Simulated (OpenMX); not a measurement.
# Pb in OpenMX: convergence with VNA

Pb:

```
Pb
1.0
     3.48000    0.00000    0.00000
    -1.74000    3.01377    0.00000
     0.00000    0.00000    5.59000
Pb
2
Direct
  0.66232 0.32100 0.73414
  0.35995 0.72059 0.24535
```

This isn't the form of Pb at room conditions, which is fcc.

The cell isn't the ideal one: atoms moved at random, drawn with an rms of 0.15 Å.

* Program: OpenMX 3.8.5
* Task: convergence study
* Functional: PBE
* Potentials or basis: OpenMX 2013 PBE set, Pb8.0-s3p2d2, grid cutoff 500 Ry
* k mesh: 7 × 7 × 5
* Occupations: fermi-dirac, width 0.05 eV
* Spin: no spin polarisation

These are the settings of the first run; the series varies VNA, with any setting tied to it.

Hardware: 1 thread of Intel(R) Xeon(R) Platinum 8488C (Sapphire Rapids), on a shared host.

The values tried are 1 3, 2 4, 3 6, 4 8, 5 10, 6 12, 6 16, loosest first. From which on does the largest force stay within 0.005 eV/Å of the tightest run that finished?

From 2 4 on.

```
 VNA  energy less the tightest run, at zero smearing (meV/atom)  pressure (GPa)  largest force (eV/Å)  SCF cycles  CPU time (s)  peak memory (GiB)
 1 3                                                      55.38            5.55                 0.249          16           100                1.1
 2 4                                                      30.31            5.85                 0.263          16           110                1.1
 3 6                                                       9.65            5.71                 0.261          16           120                1.1
 4 8                                                      -0.10            5.66                 0.258          16           130                1.1
5 10                                                       0.20            5.70                 0.258          16           140                1.1
6 12                                                      -0.06            5.70                 0.259          16           170                1.2
6 16                                                       0.00            5.70                 0.259          16           180                1.1
```

Against the tightest run, the energy stays within 1 meV/atom from 4 8 on; the pressure stays within 0.1 GPa from 3 6 on. The tightest run that finished is the yardstick and may itself not be fully converged.

Caveat, for the tightest run too: the basis of atomic orbitals isn't converged, which shifts pressures, moduli and gaps. The run has no spin-orbit coupling, so splittings on Pb are missing.
